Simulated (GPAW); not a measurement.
# CdTe in GPAW: the effect of target pressure

CdTe:

```
Te Cd
1.0
     0.00000    3.20500    3.20500
     3.20500    0.00000    3.20500
     3.20500    3.20500    0.00000
Te Cd
1 1
Cartesian
  4.8075 4.8075 4.8075
  0.0000 0.0000 0.0000
```

Alike in all runs:

```yaml
Program: GPAW 26.7.0
Task: relaxation of cell and atoms
Functional: PBEsol
Potentials_or_basis: PAW data sets generated in the run's folder for this functional
Cutoff: 600 eV
Basis: pw
k_mesh: 7 × 7 × 7
Occupations: fermi-dirac, width 0.05 eV
Spin: no spin polarisation
```

Each run relaxes the cell or the atoms first.

```csv
target pressure,target pressure,relaxed volume (Å³/atom),gap on the mesh (eV)
0 GPa,-,33.83,0.68
2 GPa,2 GPa,32.43,0.80
5 GPa,5 GPa,30.80,0.95
10 GPa,10 GPa,?,?
20 GPa,20 GPa,26.18,1.43
30 GPa,30 GPa,24.43,1.59
```

Task: What does the run with target pressure 10 GPa give?

Result: Relaxed volume 28.81 Å³/atom; gap on the mesh 1.16 eV.

Worked out: In Murnaghan's law V^(-B') rises as a straight line in P. The other rows fit best with B' = 4.1, V0 = 33.82 Å³/atom and B0 = 44 GPa, which gives 28.81 Å³/atom at 10 GPa, against the run's 28.81. A parabola through the other rows of the gap on the mesh, of slope 0.0374 eV per GPa there, gives 1.14 eV, against the run's 1.16.

Caveats: later steps reuse the first step's grids; spin-orbit coupling is left out, which moves the levels of the heavy elements; the volume moved by over 15 % at a fixed basis, so the end points are rough (some runs); an odd mesh through Γ misses points on the zone boundary, where band edges often lie (some runs).
